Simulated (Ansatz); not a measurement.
# RbBr: the cost of one run

Method: DFT PBE, scalar-relativistic, plane waves, PAW, in Ansatz 0.2.0.

### 1 Starting point

Symmetry: Pm-3m, No. 221, cubic system. Conventional cell: a = 4.126 Å, b = 4.126 Å, c = 4.126 Å, α = 90.00°, β = 90.00°, γ = 90.00°. Around Rb (site symmetry m-3m) lie 8 Br at 3.57 Å. Br (site symmetry m-3m) is surrounded by 8 Rb at 3.57 Å.

Structure file:

```
CELL_PARAMETERS angstrom
4.12608 0.00000 0.00000
0.00000 4.12608 0.00000
0.00000 0.00000 4.12608
ATOMIC_POSITIONS crystal
Rb 0.00000 0.00000 0.00000
Br 0.50000 0.50000 0.50000
```

It goes back to an entry of the Materials Project, which need not be the stable form.

No relaxation comes first: the listed cell is the starting point.

### 2 Zero of energy

Reference values: F = -6053.9516 eV; pressure 0.80 GPa; largest force 0.000 eV/Å; gap on the mesh 4.08 eV. It was computed beforehand with the settings of the runs below.

### 3 Next: biaxial against axial strain

The cell is strained by p along both x and y and by q along z, with fractional coordinates fixed.

### 4 p = -0.080, q = -0.080

input.yaml reads:

```yaml
crystal:
  lattice:
    - [3.795991116, 0.0, 0.0]
    - [0.0, 3.795991116, 0.0]
    - [0.0, 0.0, 3.795991116]
  atoms:
    - { symbol: Rb, position: [0.0, 0.0, 0.0] }
    - { symbol: Br, position: [0.5, 0.5, 0.5] }
basis:
  ecutwfc: 420
kpoints:
  mp_grid: { grid: [6, 6, 6] }
hamiltonian:
  xc: pbe
scf:
  occupations: { method: gaussian, width: 0.05 }
output:
  forces: true
  stress: true
  eigenvalues: true
```

The run is started by

```
ansatz run input.yaml --threads 1 --pin off --max-ram 1228MiB --backend cpu --events-out ev --progress --plain --runs-dir out
```

What time and memory should one allow on 1 thread of an Arm CPU, shared host?

About 1.1 s, with a peak of 0.27 GiB.
